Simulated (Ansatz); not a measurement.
**Ba in Ansatz: the effect of target pressure**

Ba:

```
Ba
1.0
     4.31161    0.00000    0.00000
    -2.15581    3.73397    0.00000
     0.00000    0.00000    3.91341
Ba
1
Direct
  0.00000 0.00000 0.00000
```

This isn't the form of Ba at room conditions, which is bcc.

Alike in all runs:

* Program: Ansatz 0.2.0
* Task: relaxation of cell and atoms
* Functional: PBEsol
* Potentials or basis: Ansatz PAW
* Cutoff: 420 eV (not typed: the program's choice for these potentials)
* k mesh: 7 × 7 × 7
* Occupations: fermi-dirac, width 0.05 eV
* Spin: no spin polarisation

Each run relaxes the cell or the atoms first.

| target pressure | relaxed volume (Å³/atom) |
| --- | --- |
| 0 GPa | 55.59 |
| 2 GPa | ? |
| 5 GPa | 37.86 |
| 10 GPa | 31.97 |
| 20 GPa | 26.57 |
| 30 GPa | 24.26 |

Question: What does the run with target pressure 2 GPa give?

Answer: Relaxed volume 46.67 Å³/atom.

Worked out: A parabola through the other rows of the relaxed volume, of slope -2.37 Å³/atom per GPa there, gives 48.10 Å³/atom, against the run's 46.67.

Caveats: the plane-wave basis is chosen anew once the cell has moved, so the energies of steps on either side of that aren't comparable; the PAW data sets come from PBE, with cores solved anew for the run's functional, which leaves a small shift of forces and pressure; the volume moved by over 15 % at a fixed basis, so the end points are rough (some runs).
